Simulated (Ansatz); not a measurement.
Runs of Ansatz 0.2.0 on FeO. It takes space group I4/mmm (No. 139, tetragonal). Conventional cell: a = 3.204 Å, b = 3.204 Å, c = 4.167 Å, α = 90.00°, β = 90.00°, γ = 90.00°. Fe (site symmetry 4/mmm) is surrounded by 6 O at 2.08 to 2.27 Å. Around O (site symmetry 4/mmm) lie 6 Fe at 2.08 to 2.27 Å. The cell comes from a database or a generator and needn't be the stable form of this composition.

```tsv
level	U	hubbard projectors	double counting	gap on the mesh (eV)	pressure (GPa)	moment (μB)
LDA+U	Fe d U = 6 eV	ortho-atomic (the default)	fll (the default)	(b)	(a)	4.00
LDA+U	Fe d U = 5 eV	ortho-atomic (the default)	fll (the default)	0.84	-10.0	4.00
LDA+U	Fe d U = 4 eV	ortho-atomic (the default)	fll (the default)	0.69	-11.7	4.00
LDA+U	Fe d U = 3 eV	ortho-atomic (the default)	fll (the default)	0.37	-13.9	4.00
LDA+U	Fe d U = 8 eV	ortho-atomic (the default)	fll (the default)	1.13	(c)	4.00
LDA+U	Fe d U = 1 eV	ortho-atomic (the default)	fll (the default)	none	-21.8	4.00
LDA	-	-	-	none	-22.5	4.00
LDA+U	Fe d U = 2 eV	ortho-atomic (the default)	fll (the default)	none	-17.1	4.00
```

Alike in all rows: task projected density of states; potentials or basis Ansatz PAW; spin collinear, ferromagnetic start; cell as given; k mesh 12 × 12 × 12; cutoff (eV) 420; smearing fermi-dirac 0.05 eV.

Estimate the missing entries.

(a) -8.4; (b) 0.98; (c) -6.2.

Caveats: a cell with one magnetic atom can't hold antiferromagnetic order, which such compounds often take; the PAW data sets come from PBE, with cores solved anew for the run's functional, which leaves a small shift of forces and pressure; the density of states is complete only up to the lowest level of the last band computed; the magnetic or orbital state may not be the lowest (some runs); semilocal functionals often make such compounds metallic where correlation or magnetic order opens a gap, which also shifts bond lengths (some runs).

A k mesh can miss the band edges.

A gap of «none» marks a metal or a gap under the smearing width.
